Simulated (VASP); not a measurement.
CdIn2O4:

```xyz
14
Lattice="0.0000 4.6029 4.6029 4.6029 0.0000 4.6029 4.6029 4.6029 0.0000" Properties=species:S:1:pos:R:3 pbc="T T T"
Cd    0.0000    0.0000    0.0000
Cd    2.3015    2.3015    2.3015
In    5.7537    5.7537    5.7537
In    5.7537    3.4522    3.4522
In    3.4522    3.4522    5.7537
In    3.4522    5.7537    3.4522
O     7.9362    7.9362    7.9362
O     3.5711    5.6348    5.6348
O     5.8725    5.8725    7.9362
O     5.6348    3.5711    5.6348
O     7.9362    5.8725    5.8725
O     3.5711    3.5711    3.5711
O     5.8725    7.9362    5.8725
O     5.6348    5.6348    3.5711
```

Base run:

| Item | Value |
| --- | --- |
| Program | VASP 6.6.1 |
| Functional | TB-mBJ |
| Potentials or basis | VASP PAW PBE potentials, release 64 (Cd, In_d, O) |
| Cutoff | 520 eV |
| k mesh | 6 × 6 × 6 |
| Occupations | gaussian, width 0.03 eV |
| Spin | no spin polarisation |

Its results: band gap on the k mesh 3.07 eV, indirect (least direct gap 3.10 eV).

**Question.** The run is repeated on the same cell with these changes: functional from TB-mBJ to LDA; potentials or basis from VASP PAW PBE potentials, release 64 (Cd, In_d, O) to VASP PAW LDA potentials, release 64 (Cd, In_d, O). What comes out?

**Answer.** Band gap on the k mesh 0.94 eV, indirect (least direct gap 1.00 eV).

Caveats: spin-orbit coupling is left out, which moves the levels of the heavy elements.
